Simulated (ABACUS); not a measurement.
## MgSe in ABACUS: the effect of functional

The system is MgSe.

```
Se Mg
1.0
    -2.77895    0.00000    2.77895
     0.00000    2.77895    2.77895
    -2.77895    2.77895    0.00000
Se Mg
1 1
Direct
  0.50000 0.50000 0.50000
  0.00000 0.00000 0.00000
```

The cell isn't the ideal one: volume scaled by 1.06.

Alike in all runs:

- Program: ABACUS 3.10.1
- Task: equation of state
- Potentials or basis: SG15 ONCV 1.2 PBE
- Cutoff: 1184 eV
- Density cutoff: 4735 eV
- Basis: plane waves
- k mesh: 6 × 6 × 6
- Occupations: fermi-dirac, width 0.05 eV
- Spin: no spin polarisation

| functional | gap on the mesh (eV) | pressure (GPa) |
| --- | --- | --- |
| LDA | 1.38 | -4.4 |
| PBE | 1.68 | -1.6 |
| PBEsol | 1.61 | -2.7 |
| PW91 | 1.71 | -1.5 |
| WC | 1.67 | -2.4 |
| SCAN | 2.37 | -2.7 |
| TPSS | ? | ? |

**Question.** What does the run with functional TPSS give?

**Answer.** gap on the mesh 2.06 eV; pressure -1.8 GPa.

Caveats: the potentials were made for another functional, which shifts forces and pressure (some runs).

A k mesh can miss the band edges.
